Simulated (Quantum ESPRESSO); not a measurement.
Runs of Quantum ESPRESSO 7.5 on BN. It takes space group F-43m (No. 216, cubic). Conventional cell: a = 3.626 Å, b = 3.626 Å, c = 3.626 Å, α = 90.00°, β = 90.00°, γ = 90.00°. N (site symmetry -43m) has 4 B at 1.57 Å as nearest neighbours. Around B (site symmetry -43m) lie 4 N at 1.57 Å. The cell is a database's computed one.

```tsv
task	level	potentials or basis	k mesh	cutoff (eV)	smearing	SCF threshold	q mesh for exact exchange	cutoff for exact exchange	mesh quality	gap on the mesh (eV)	pressure (GPa)
band structure	PBE	SG15 PBE 1.2	13 × 13 × 13	952	fermi-dirac 0.05 eV	4e-10 Ry	-	-	not flagged	4.60	-
band structure	rev-vdW-DF2	SG15 PBE 1.2	13 × 13 × 13	1197	fermi-dirac 0.05 eV	4e-10 Ry	-	-	not flagged	(a)	-2.9
band structure	AM05	PseudoDojo 0.4.1 SR PBE standard	13 × 13 × 13	1143	fermi-dirac 0.05 eV	4e-10 Ry	-	-	not flagged	(b)	-6.4
band structure	PBEsol	SG15 PBE 1.2	13 × 13 × 13	1197	fermi-dirac 0.05 eV	4e-10 Ry	-	-	not flagged	4.37	-4.4
```

Alike in all rows: no spin polarisation; cell as given.

Task: Fill in the values left out.

Result: (a) 4.64; (b) 4.38.

Caveats: the potentials were made for another functional, which shifts forces and pressure (some runs).

A k mesh can miss the band edges.

Not every run made on this cell is shown here.
